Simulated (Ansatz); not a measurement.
A plane-wave DFT run in Ansatz 0.2.0 (scalar-relativistic PAW potentials unless the input names others): input and command.

```yaml
crystal:
  lattice:
    - [4.0597679988, 0.0, 0.0]
    - [0.0430413577, 5.7564153582, 0.0]
    - [0.0, 0.0, 23.6500441119]
  atoms:
    - { symbol: O, position: [0.5116061513, 0.2669179415, 0.3171241442] }
    - { symbol: O, position: [0.5116061513, 0.7669179415, 0.3196963222] }
    - { symbol: Ba, position: [0.9950454828, 0.4950454828, 0.3789401555] }
    - { symbol: Ti, position: [0.4808124828, 0.9808124828, 0.3789401555] }
    - { symbol: O, position: [0.0222297318, 0.0116061513, 0.3789401555] }
    - { symbol: O, position: [0.5116061513, 0.7669179415, 0.4381839887] }
    - { symbol: O, position: [0.5116061513, 0.2669179415, 0.4407561668] }
    - { symbol: Ba, position: [0.9950454828, 0.9950454828, 0.5] }
    - { symbol: Ti, position: [0.4808124828, 0.4808124828, 0.5] }
    - { symbol: O, position: [0.0222297318, 0.5116061513, 0.5] }
    - { symbol: O, position: [0.5116061513, 0.2669179415, 0.5592438332] }
    - { symbol: O, position: [0.5116061513, 0.7669179415, 0.5618160113] }
    - { symbol: Ba, position: [0.9950454828, 0.4950454828, 0.6210598445] }
    - { symbol: Ti, position: [0.4808124828, 0.9808124828, 0.6210598445] }
    - { symbol: O, position: [0.0222297318, 0.0116061513, 0.6210598445] }
    - { symbol: O, position: [0.5116061513, 0.7669179415, 0.6803036778] }
    - { symbol: O, position: [0.5116061513, 0.2669179415, 0.6828758558] }
basis:
  ecutwfc: "14.7 Ry"
kpoints:
  mp_grid: { grid: [7, 5, 1] }
hamiltonian:
  xc: pbe
scf:
  occupations: { method: gaussian, width: 0.05 }
output:
  forces: true
  eigenvalues: true
  stress: true
efield:
  axis: 3
  dipole_correction: true
  ramp_width: 0.04
```

```bash
ansatz run input.yaml --threads 2 --pin off --max-ram 5120MiB --backend cpu --events-out ev --progress --plain --runs-dir out
```

Abridged log:
```
Warning: basis.ecutwfc = 200.00368890 eV is below the records' recommended 420 eV, and the density's cutoff is lower with it unless basis.ecutrho_ratio is high enough to keep the records' density cutoff: compare with a run at a higher cutoff
Basis set: ecut = 200.00368890 eV, 3569 PW (Γ), exchange–correlation on 40×54×240 points (8 copies of the dense FFT grid, shifted against one another)
Bands: 83, of which v1, the nominal top of the filled ones, is band 66 counted from 1 (65 counted from 0)
Symmetry: 1 space group operations
k-points: 18 of 35 (time reversal used)
SCF iter   1: F=—  HF=-31522.228587 eV  |F-HF|=—  |Δ(HF+E_count)|=         —  Δρ=8.89e-2  dr2=2.03e1  ethr=1.77e-3  p=0.000 e·Å  D=2.61e-14 V/Å  ΔV_dip= 0.00 eV  dr2_dipole=1.63e-6  V_vac-E_F(+/−)=7.20/7.20 eV  ⟨swp⟩=8.6  Hψ=7311  notcnv=0  defer=101
efield: sawtooth ramp at fractional position 0.9800 (placed from the atoms, in the widest stretch of the axis that holds none; the zero of the levels goes with the place), width 0.0400; the density the first Hamiltonian is built on has a dipole p = 0.000 e·Å; the dipole correction subtracts the counter field D = 2.61e-14 V/Å, which shifts the + side's vacuum level by  0.00 eV against the − side's; the planar-averaged density in the ramp window peaks in size at 3.5e-5 e/Å³
SCF iter   2: F=—  HF=-31517.809094 eV  |F-HF|=—  |Δ(HF+E_count)|=    4.42e0  Δρ=6.53e-2  dr2=1.65e1  ethr=1.77e-3  p= 0.000 e·Å  D=-1.02e-4 V/Å  ΔV_dip=0.00 eV  dr2_dipole=1.37e-5  V_vac-E_F(+/−)=8.88/8.87 eV  ⟨swp⟩=3.7  Hψ=3909  notcnv=0  defer=131
SCF iter   3: F=—  HF=-31516.129663 eV  |F-HF|=—  |Δ(HF+E_count)|=    1.68e0  Δρ=3.43e-2  dr2=6.02e0  ethr=1.77e-3  p= 0.000 e·Å  D=-1.24e-5 V/Å  ΔV_dip=0.00 eV  dr2_dipole=1.18e-4  V_vac-E_F(+/−)=8.58/8.57 eV  ⟨swp⟩=4.6  Hψ=3440  notcnv=0  defer=126
SCF iter   4: F=—  HF=-31515.386644 eV  |F-HF|=—  |Δ(HF+E_count)|=   7.43e-1  Δρ=1.05e-2  dr2=4.04e-1  ethr=1.77e-3  p= 0.000 e·Å  D=-2.74e-5 V/Å  ΔV_dip=0.00 eV  dr2_dipole=1.03e-5  V_vac-E_F(+/−)=8.64/8.64 eV  ⟨swp⟩=2.2  Hψ=2606  notcnv=0  defer=167
SCF iter   5: F=—  HF=-31515.358447 eV  |F-HF|=—  |Δ(HF+E_count)|=   2.82e-2  Δρ=4.94e-3  dr2=1.62e-1  ethr=3.06e-4  p= 0.000 e·Å  D=-1.54e-5 V/Å  ΔV_dip=0.00 eV  dr2_dipole=5.68e-7  V_vac-E_F(+/−)=8.74/8.74 eV  ⟨swp⟩=2.4  Hψ=2051  notcnv=0  defer=172
SCF iter   6: F=—  HF=-31515.361244 eV  |F-HF|=—  |Δ(HF+E_count)|=   2.80e-3  Δρ=2.60e-3  dr2=5.34e-2  ethr=1.23e-4  p= 0.000 e·Å  D=-1.03e-5 V/Å  ΔV_dip=0.00 eV  dr2_dipole=1.02e-6  V_vac-E_F(+/−)=8.78/8.78 eV  ⟨swp⟩=2.3  Hψ=1949  notcnv=0  defer=172
SCF iter   7: F=—  HF=-31515.368158 eV  |F-HF|=—  |Δ(HF+E_count)|=   6.91e-3  Δρ=2.15e-3  dr2=3.71e-2  ethr=4.05e-5  p= 0.000 e·Å  D=-5.73e-6 V/Å  ΔV_dip=0.00 eV  dr2_dipole=9.88e-9  V_vac-E_F(+/−)=8.82/8.82 eV  ⟨swp⟩=2.0  Hψ=1609  notcnv=0  defer=172
SCF iter   8: F=—  HF=-31515.368071 eV  |F-HF|=—  |Δ(HF+E_count)|=   8.79e-5  Δρ=1.30e-3  dr2=1.21e-2  ethr=2.81e-5  p= 0.000 e·Å  D=-1.05e-6 V/Å  ΔV_dip=0.00 eV  dr2_dipole=6.78e-8  V_vac-E_F(+/−)=8.85/8.85 eV  ⟨swp⟩=1.9  Hψ=1798  notcnv=0  defer=172
   ...
SCF iter  10: F=—  HF=-31515.371104 eV  |F-HF|=—  |Δ(HF+E_count)|=   1.47e-3  Δρ=4.37e-4  dr2=1.68e-3  ethr=2.00e-6  p=0.000 e·Å  D=3.38e-7 V/Å  ΔV_dip= 0.00 eV  dr2_dipole=2.43e-8  V_vac-E_F(+/−)=8.86/8.87 eV  ⟨swp⟩=2.1  Hψ=1911  notcnv=0  defer=166
SCF iter  11: F=—  HF=-31515.371071 eV  |F-HF|=—  |Δ(HF+E_count)|=   3.27e-5  Δρ=2.16e-4  dr2=3.71e-4  ethr=1.27e-6  p=0.000 e·Å  D=3.76e-7 V/Å  ΔV_dip= 0.00 eV  dr2_dipole=2.93e-11  V_vac-E_F(+/−)=8.86/8.86 eV  ⟨swp⟩=1.1  Hψ=1330  notcnv=0  defer=166
SCF iter  12: F=—  HF=-31515.371014 eV  |F-HF|=—  |Δ(HF+E_count)|=   5.68e-5  Δρ=9.05e-5  dr2=2.89e-5  ethr=2.81e-7  p= 0.000 e·Å  D=-1.68e-8 V/Å  ΔV_dip=0.00 eV  dr2_dipole=3.01e-9  V_vac-E_F(+/−)=8.86/8.86 eV  ⟨swp⟩=2.0  Hψ=1603  notcnv=0  defer=166
SCF iter  13: F=—  HF=-31515.367042 eV  |F-HF|=—  |Δ(HF+E_count)|=   3.97e-3  Δρ=4.92e-5  dr2=1.39e-5  ethr=2.19e-8  p=0.000 e·Å  D=1.40e-7 V/Å  ΔV_dip= 0.00 eV  dr2_dipole=5.00e-10  V_vac-E_F(+/−)=8.86/8.86 eV  ⟨swp⟩=3.1  Hψ=3046  notcnv=0  defer=166
SCF iter  14: F=—  HF=-31515.367067 eV  |F-HF|=—  |Δ(HF+E_count)|=   2.50e-5  Δρ=1.95e-5  dr2=2.47e-6  ethr=1.05e-8  p=0.000 e·Å  D=1.15e-7 V/Å  ΔV_dip= 0.00 eV  dr2_dipole=1.23e-11  V_vac-E_F(+/−)=8.86/8.86 eV  ⟨swp⟩=2.0  Hψ=1903  notcnv=0  defer=166
SCF iter  15: F=—  HF=-31515.367079 eV  |F-HF|=—  |Δ(HF+E_count)|=   1.21e-5  Δρ=1.13e-5  dr2=8.94e-7  ethr=1.87e-9  p=0.000 e·Å  D=5.31e-8 V/Å  ΔV_dip= 0.00 eV  dr2_dipole=4.34e-10  V_vac-E_F(+/−)=8.86/8.86 eV  ⟨swp⟩=2.3  Hψ=2487  notcnv=0  defer=166
SCF iter  16: F=—  HF=-31515.367082 eV  |F-HF|=—  |Δ(HF+E_count)|=   2.50e-6  Δρ=7.27e-6  dr2=3.79e-7  ethr=6.78e-10  p=0.000 e·Å  D=8.20e-8 V/Å  ΔV_dip= 0.00 eV  dr2_dipole=1.97e-14  V_vac-E_F(+/−)=8.86/8.86 eV  ⟨swp⟩=2.0  Hψ=1945  notcnv=0  defer=166
SCF iter  17: F=-31515.367083 eV  HF=-31515.367083 eV  |F-HF|=2.73e-7  |Δ(HF+E_count)|=   1.02e-6  Δρ=3.82e-6  dr2=9.41e-8  ethr=7.58e-11  p=0.000 e·Å  D=4.01e-8 V/Å  ΔV_dip= 0.00 eV  dr2_dipole=3.10e-13  V_vac-E_F(+/−)=8.86/8.86 eV  ⟨swp⟩=16.2  Hψ=9015  notcnv=0
WARN: efield: at this solve's end the planar-averaged density reaches 7.77e-5 e/Å³ inside the ramp window [0.9377, 0.0623] (bound 1e-5 e/Å³); by the running means of the window's planes the mean density over a ramp is at most 5.87e-5 e/Å³, which is held to the bound (the quickstart, § The vacuum guard, A window that rings); the window's nearer edge stands 6.03 Å from this solve's nearest atom along the axis. Its work functions, free energy, forces, stress, dipole, levels and responses can be off, and this figure does not tell by how much. A short vacuum, a low `basis.ecutwfc` or `basis.ecutrho ...
SCF 1 converged in 17 iterations: F = -31515.367083 eV  dr2 = 9.41e-8
SCF converged after 17 iterations
Free energy (F): -31515.367083 eV
Harris-Foulkes:  -31515.367083 eV  (|F-HF|=2.73e-7)
Internal energy: -31515.335876 eV  (E = F + TS)
E sigma→0 (E₀):  -31515.351480 eV
Entropy (-TS):   -0.031207 eV (-1.836 meV/atom)
Fermi energy:    -1.662513 eV
Dipole field:    D = 0.000000 V/Å  (p = 0.000001 e·Å, saw-weighted, corrected)
Work function:   Φ+ = 8.8583 eV (in doubt: plateau slope 1.3e-2 eV/Å)   Φ− = 8.8600 eV (in doubt: plateau slope 1.2e-2 eV/Å)
Levels:          The Fermi level and band energies are counted from a zero that moves with the ramp; work functions are not
Vacuum region:   at the solve's end the planar-averaged density reaches 7.77e-5 e/Å³ inside the ramp window [0.9377, 0.0623] (bound 1e-5 e/Å³); by the running means of the window's planes the mean density over a ramp is at most 5.87e-5 e/Å³, which is held to the bound (the quickstart, § The vacuum guard, A window that rings)
--- Forces (eV/Å), atoms counted from 1 ---
  atom   1  O     -0.07063317    -1.62616860     2.07365205
  atom   2  O      0.18749073    -0.14936182     0.21867464
  atom   3  Ba    -0.01939081    -0.13453265    -1.73694507
  atom   4  Ti     1.94131115     3.21863966    -2.77425459
  atom   5  O     -2.18443555     0.12879351     0.41592181
  atom   6  O      0.14056772    -1.72585456     1.90739669
  atom   7  O      0.13849322    -0.99901839    -1.02460584
  atom   8  Ba    -0.01821875     0.00925770    -0.00000231
  atom   9  Ti     1.68817057     2.39759269    -0.00000114
  atom  10  O     -1.94255729     0.16820968     0.00000057
  atom  11  O      0.13849329    -0.99901936     1.02460696
  atom  12  O      0.14056761    -1.72585303    -1.90739555
  atom  13  Ba    -0.01938986    -0.13453091     1.73694520
  atom  14  Ti     1.94131302     3.21863708     2.77425736
  atom  15  O     -2.18443477     0.12879431    -0.41591881
  atom  16  O      0.18749058    -0.14935995    -0.21867780
  atom  17  O     -0.07063515    -1.62616991    -2.07365403
--- Stress (GPa, compression-positive) ---
        1.300244      -0.729021       0.000000
       -0.729022      -1.123995      -0.000001
       -0.000001       0.000000       0.100195
  P = ⅓ Tr σ = 0.0921 GPa (0.921 kbar)
```

Apart from outputs and empty bands, the input differs from a reference run on usual settings in basis.ecutwfc: 420 → "14.7 Ry". The reference, at the same geometry (not necessarily relaxed), gave pressure -1.09 GPa (averaged over a cell that holds vacuum), largest force 2.660 eV/Å, no gap on the mesh. This run converged in 17 SCF iterations (reference: 18) with an energy at zero smearing 5.1 eV/atom above the reference's, pressure 0.09 GPa (averaged over a cell that holds vacuum), largest force 4.672 eV/Å, no gap on the mesh. Its cutoff is looser than usual, and the result moved.

The run took 31 s on 2 threads of Arm Neoverse V2, on a shared host, peak memory 0.56 GiB.